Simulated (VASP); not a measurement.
Consider the following.

```xyz
2
Lattice="2.6775 0.0000 0.0000 0.0000 2.6775 0.0000 0.0000 0.0000 3.7322" Properties=species:S:1:pos:R:3 pbc="T T T"
Co     0.0000     0.0000     0.0000
Pt     1.3388     1.3388     1.8661
```
Starting moments (μB, in the order of the record's atoms Co Pt): 2.2 0.3.

These are r2SCAN meta-GGA, VASP's PBE PAW potentials (set 64) (plane waves; VASP) values and carry that method's errors. Settings: 400 eV cut-off, 15×15×11 Γ-centred mesh, tetrahedra with Blöchl corrections, potentials Co Pt.

Unless said otherwise, spin-orbit coupling is left out, though it shifts the bands of the heavy elements here.

**Question.** Tabulate the total density of states (states/eV per cell) against energy (eV; zero at the valence-band maximum or, without a gap, the Fermi level).

**Answer.** 
```
E (eV) | DOS (states/eV)
    -9.98 |  0.04
    -9.76 | # 0.07
    -9.65 | # 0.09
    -9.43 | # 0.11
    -9.32 | # 0.12
    -9.10 | # 0.15
    -8.98 | # 0.16
    -8.76 | # 0.18
    -8.65 | ## 0.19
    -8.43 | ## 0.23
    -8.31 | ## 0.24
    -8.09 | ## 0.29
    -7.98 | ## 0.30
    -7.76 | ### 0.32
    -7.65 | ### 0.34
    -7.42 | ### 0.38
    -7.20 | #### 0.47
    -7.09 | #### 0.55
    -6.87 | ####### 0.91
    -6.76 | ######## 1.07
    -6.53 | ############ 1.54
    -6.42 | ############# 1.70
    -6.20 | ################# 2.22
    -6.09 | ##################### 2.65
    -5.87 | ##################### 2.70
    -5.75 | #################### 2.53
    -5.53 | ################## 2.31
    -5.42 | ################# 2.22
    -5.20 | ####################### 2.89
    -5.09 | ####################### 2.96
    -4.86 | ################## 2.27
    -4.75 | ################ 2.03
    -4.53 | ################### 2.47
    -4.31 | ######################## 3.11
    -4.20 | ######################### 3.17
    -3.97 | ####################### 2.95
    -3.86 | ######################### 3.19
    -3.64 | ############################ 3.61
    -3.53 | ######################## 3.05
    -3.31 | ########################## 3.39
    -3.19 | ########################### 3.44
    -2.97 | ######################## 3.11
    -2.86 | ################### 2.48
    -2.64 | ################# 2.19
    -2.53 | #################### 2.50
    -2.30 | ######################### 3.24
    -2.19 | ########################## 3.28
    -1.97 | ####################### 2.93
    -1.75 | ############################## 3.84
    -1.64 | ############################ 3.63
    -1.41 | ####################### 2.96
    -1.30 | ######################### 3.15
    -1.08 | ########################## 3.28
    -0.97 | ##################### 2.66
    -0.74 | ############### 1.95
    -0.63 | ############## 1.83
    -0.41 | ############# 1.66
    -0.30 | ############### 1.98
    -0.08 | ############ 1.56
     0.04 | ########### 1.43
     0.26 | ############# 1.62
     0.37 | ################ 2.07
     0.59 | ################## 2.31
     0.70 | ################# 2.12
     0.93 | ############## 1.84
     1.15 | ################ 2.05
     1.26 | ############## 1.80
     1.48 | ######### 1.11
     1.59 | ##### 0.69
     1.82 | #### 0.54
     1.93 | #### 0.51
     2.15 | #### 0.49
     2.26 | #### 0.48
     2.48 | #### 0.51
     2.60 | #### 0.56
     2.82 | #### 0.56
     2.93 | ##### 0.60
     3.15 | ##### 0.58
     3.26 | ##### 0.58
     3.49 | #### 0.53
```
Within 2 eV below the Fermi level the largest weight inside VASP's projection spheres is Co d, then Pt d.

The compound is CoPt in the L1_0 structure. It was relaxed first.
